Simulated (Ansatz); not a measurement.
# Te2Mo: the cost of one run

Computed with Ansatz 0.2.0 (DFT PBEsol+D3(BJ), scalar-relativistic, plane waves, PAW, unless a step's input says otherwise).

10 further runs of the same task are left out: 3 that didn't finish, 7 set aside as unsound or not needed.

### 1 Starting point

Symmetry: P6_3/mmc, No. 194, hexagonal system. Conventional cell: a = 3.518 Å, b = 3.518 Å, c = 13.974 Å, α = 90.00°, β = 90.00°, γ = 120.00°. Te (site symmetry 3m) has 3 Mo at 2.72 Å as nearest neighbours. Around Mo (site symmetry -6m2) lie 6 Te at 2.72 Å.

Structure file:

```
Te Mo
1.0
     3.51820    0.00000    0.00000
    -1.75910    3.04685    0.00000
     0.00000    0.00000   13.97360
Te Mo
4 2
Direct
  0.33333 0.66667 0.62100
  0.66667 0.33333 0.12100
  0.33333 0.66667 0.87900
  0.66667 0.33333 0.37900
  0.33333 0.66667 0.25000
  0.66667 0.33333 0.75000
```

The structure comes from the Crystallography Open Database.

### 7 Setting up the map

The energy is mapped over two normal modes frozen in (zone-centre modes of the cell shown).

First coordinate, amplitude of mode 4 (39 cm⁻¹), largest displacement: 7 values from −0.48 Å. Second coordinate, amplitude of mode 11 (175 cm⁻¹), largest displacement: 7 values from −0.089 Å.

Nothing else is relaxed (the cell and all other modes fixed). Energies count from the relaxed high-symmetry cell. Points are written as (first, second).

Displacement patterns for an amplitude of 1 (Å):

| atom | x1 | y1 | z1 | x2 | y2 | z2 |
| --- | --- | --- | --- | --- | --- | --- |
| Te1 | 1.000 | 0.000 | 0.000 | 0.000 | 0.000 | 1.000 |
| Te2 | -1.000 | 0.000 | 0.000 | 0.000 | 0.000 | -1.000 |
| Te3 | 1.000 | 0.000 | 0.000 | 0.000 | 0.000 | -1.000 |
| Te4 | -1.000 | 0.000 | 0.000 | 0.000 | 0.000 | 1.000 |
| Mo5 | -0.983 | 0.000 | 0.000 | 0.000 | 0.000 | 0.000 |
| Mo6 | 0.983 | 0.000 | 0.000 | 0.000 | 0.000 | 0.000 |

(The set-up runs are not shown.)

### 8 Grid point (−0.16 Å, −0.089 Å)

File input.yaml:

```yaml
crystal:
  lattice:
    - [3.4342568898, 0.0, 0.0]
    - [-1.7171284449, 2.9741537097, 0.0]
    - [0.0, 0.0, 13.3392209036]
  atoms:
    - { symbol: Te, position: [0.2868312791, 0.6666666667, 0.6072278465] }
    - { symbol: Te, position: [0.7131687209, 0.3333333333, 0.1205719541] }
    - { symbol: Te, position: [0.2868312791, 0.6666666667, 0.8927721535] }
    - { symbol: Te, position: [0.7131687209, 0.3333333333, 0.3794280459] }
    - { symbol: Mo, position: [0.3790566218, 0.6666666667, 0.25] }
    - { symbol: Mo, position: [0.6209433782, 0.3333333333, 0.75] }
basis:
  ecutwfc: 420
kpoints:
  mp_grid: { grid: [12, 12, 4] }
hamiltonian:
  xc: pbesol
  pseudopotentials: { kind: paw, azcp: { folder: soft_1 } }
  dispersion: d3bj
scf:
  occupations: { method: gaussian, width: 0.03 }
output:
  forces: true
  stress: true
  eigenvalues: true
```

Run with:

```sh
ansatz run input.yaml --threads 2 --pin off --max-ram 4096MiB --backend cpu --events-out ev --progress --plain --runs-dir out
```

Q: Estimate wall time and peak memory on 2 threads of Arm Neoverse N1, shared host.

About 2.3 min, with a peak of 1.2 GiB.
